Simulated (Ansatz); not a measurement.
# Pb in Ansatz: the effect of functional

Crystal: Pb.

```xyz
1
Lattice="0.0000 2.5236 2.5236 2.5236 0.0000 2.5236 2.5236 2.5236 0.0000" Properties=species:S:1:pos:R:3 pbc="T T T"
Pb    0.0000    0.0000    0.0000
```

The cell isn't the ideal one: volume scaled by 1.06.

Alike in all runs:

```yaml
Program: Ansatz 0.2.0
Task: single point
Potentials_or_basis: Ansatz PAW
k_mesh: 9 × 9 × 9
Occupations: fermi-dirac, width 0.05 eV
Spin: no spin polarisation
```

**Question.** One run gave: pressure -1.4 GPa. Which functional did it use?
A. r2SCAN
B. LDA
C. PBE

**Answer.** A.

```tsv
functional	cutoff	pressure (GPa)
LDA	420 eV (not typed: the program's choice for these potentials)	-4.3
r2SCAN	500 eV (not typed: the program's choice for these potentials)	-1.4
PBE	420 eV (not typed: the program's choice for these potentials)	-0.3
```

Caveats: the PAW data sets come from PBE, with cores solved anew for the run's functional, which leaves a small shift of forces and pressure (some runs).
